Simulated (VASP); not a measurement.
A run of VASP 6.6.1 is set up as follows.

File INCAR:

```
  PREC = Accurate
  ENCUT = 600
  EDIFF = 1E-7
  ISMEAR = 0
  SIGMA = 0.03
  LREAL = F
  LASPH = T
  NELM = 80
  ALGO = Normal
  ISIF = 4
  LWAVE = F
  LCHARG = F
  GGA = PE
  IVDW = 12
  IBRION = 2
  NSW = 40
  EDIFFG = -0.01
```

The input KPOINTS:

```
regular mesh
0
Gamma
  9 9 5
```

Contents of POSCAR:

```
HfS2                                    
1.0
    3.6231991927      0.0000000000      0.0000000000
   -1.8115995963      3.1377825438      0.0000000000
    0.0000000000     -0.0000000000      5.8035103442
  Hf              S             
     1     2
Direct
     1.0000000000000000    0.0000000000000000    0.0000000000000000
     0.6666666699999979    0.3333333300000021    0.7478869574447561
     0.3333333300000021    0.6666666699999979    0.2521130425552440
```

Potentials or basis: VASP PAW PBE potentials, release 64 (Hf_pv, S).

Run with:

```console
$ cat potpaw_PBE.64/Hf_pv/POTCAR potpaw_PBE.64/S/POTCAR > POTCAR
$ mpirun -np 1 vasp_std > vasp.out
```

Q: What does it give for the dispersion energy per atom?

A: -0.335 eV.

Q: Estimate the energy gained by relaxing.

A: 1.9 meV/atom.

Step by step:
| step | energy change (eV) | largest force (eV/Å) | pressure (GPa) |
| --- | --- | --- | --- |
| 1 | 0.0000 | 0.2328 | -1.97 |
| 2 | -0.0039 | 0.0981 | -1.32 |
| 3 | -0.0048 | 0.0056 | -0.81 |
| 4 | -0.0054 | 0.0012 | -0.70 |
| 5 | -0.0056 | 0.0062 | -0.62 |
